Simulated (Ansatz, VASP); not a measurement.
# One calculation of CdF2, two programs

```
Cd F
1.0
     0.00000    2.65359    2.69400
     2.73441    0.00000    2.69400
     2.73441    2.65359    0.00000
Cd F
1 2
Direct
  0.00000 0.00000 0.00000
  0.25000 0.25000 0.25000
  0.75000 0.75000 0.75000
```

Change from the starting cell: strain +0.0150 x Voigt [1, -1, 0, 0, 0, 0], atoms carried along.

Alike in both runs: task single point; functional PBEsol; k mesh 8 × 8 × 8; occupations gaussian, width 0.05 eV; no spin polarisation.

```csv
,VASP,Ansatz
version,VASP 6.6.1,Ansatz 0.2.0
potentials or method,"VASP PAW PBE potentials, release 64 (Cd, F)","scalar-relativistic, plane waves, PAW"
plane-wave cutoff (eV),520,420
valence electrons in the cell,26,34
```

Ansatz gave:

- gap on the k mesh at the Fermi level (eV): 2.91
- least direct gap on the mesh (eV): 3.38
- pressure (GPa): -0.2
- largest component of the traceless stress (GPa): 1.68

Problem. What did VASP give for the same quantities?

Solution. gap on the k mesh at the Fermi level (eV): 2.87; least direct gap on the mesh (eV): 3.35; pressure (GPa): 0.5; largest component of the traceless stress (GPa): 1.65.

The two sets of potentials don't hold the same shells in valence.

Caveats: the PAW data sets were made with another functional, which shifts forces and pressure a little (VASP). A k mesh can miss the band edges.
